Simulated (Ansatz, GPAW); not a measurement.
Given: the input of a run of Ansatz 0.2.0 on Ti (Titanium). 

Contents of input.yaml:

```yaml
crystal:
  lattice:
    - [2.95, 0.0, 0.0]
    - [-1.475, 2.5547749412, 0.0]
    - [0.0, 0.0, 4.68]
  atoms:
    - { symbol: Ti, position: [0.6666666667, 0.3333333333, 0.75] }
    - { symbol: Ti, position: [0.3333333333, 0.6666666667, 0.25] }
kpoints:
  mp_grid: { grid: [10, 10, 6] }
scf:
  occupations: { method: gaussian, width: 0.016 }
hamiltonian:
  xc: pbe
  pseudopotentials: { kind: all_electron, lapw: { basis_error: 0.001 } }
output:
  forces: true
  stress: true
  eigenvalues: true
```

Potentials or basis: all-electron LAPW, scalar-relativistic.

Command:

```sh
$ ansatz run input.yaml --threads 1 --pin off --max-ram 3072MiB --backend cpu --events-out ev --progress --plain --runs-dir out
```

Q: Set up the same calculation for GPAW 26.7.0 (ASE script). Potentials or basis there: GPAW PAW data sets (gpaw-data 1.2.1), cutoff 600 eV.

A: As run (cutoffs and basis follow the program's own potentials, and thresholds, step limits or extra output files can differ):

The input run.py:

```python
from ase.dft.bandgap import bandgap
from ase.io import read, write
from ase.units import GPa
from gpaw import GPAW, PW

atoms = read('Ti.xyz')

calc = GPAW(mode=PW(600),
            xc='PBE',
            kpts={'size': (10, 10, 6), 'gamma': True},
            occupations={'name': 'methfessel-paxton', 'order': 0, 'width': 0.016},
            nbands=24,
            convergence={'density': 1e-05, 'energy': 1e-05},
            maxiter=150,
            txt='gpaw.txt')
atoms.calc = calc
energy = atoms.get_potential_energy()
forces = atoms.get_forces()
stress = atoms.get_stress()
calc.write('gs.gpw')
write('result.traj', atoms)
print(f'Energy: {energy:.6f} eV')
print('Forces (eV/A):')
print(forces.round(4))
print('Stress (GPa):', (stress / GPa).round(3))
print('Fermi level:', round(calc.get_fermi_level(), 4), 'eV')
print(f'Gap: {bandgap(calc)[0]:.4f} eV, direct: {bandgap(calc, direct=True)[0]:.4f} eV')
```

Ti.xyz

```xyz
2
Lattice="2.9500000000 0.0000000000 0.0000000000 -1.4750000000 2.5547749412 0.0000000000 0.0000000000 0.0000000000 4.6800000000" Properties=species:S:1:pos:R:3 pbc="T T T"
Ti     1.4750000001      0.8515916470      3.5100000000
Ti    -0.0000000001      1.7031832942      1.1700000000
```

Potentials or basis: GPAW PAW data sets (gpaw-data 1.2.1), pw.

Launch:

```bash
$ OMP_NUM_THREADS=1 python run.py
```

Both were run:

|  | Ansatz | GPAW |
| --- | --- | --- |
| Pressure | -1.4 GPa | -2.0 GPa |

Where Ansatz's input types no cutoff or centring, it takes its own default and a Γ-centred mesh.

Pressure is positive in compression.
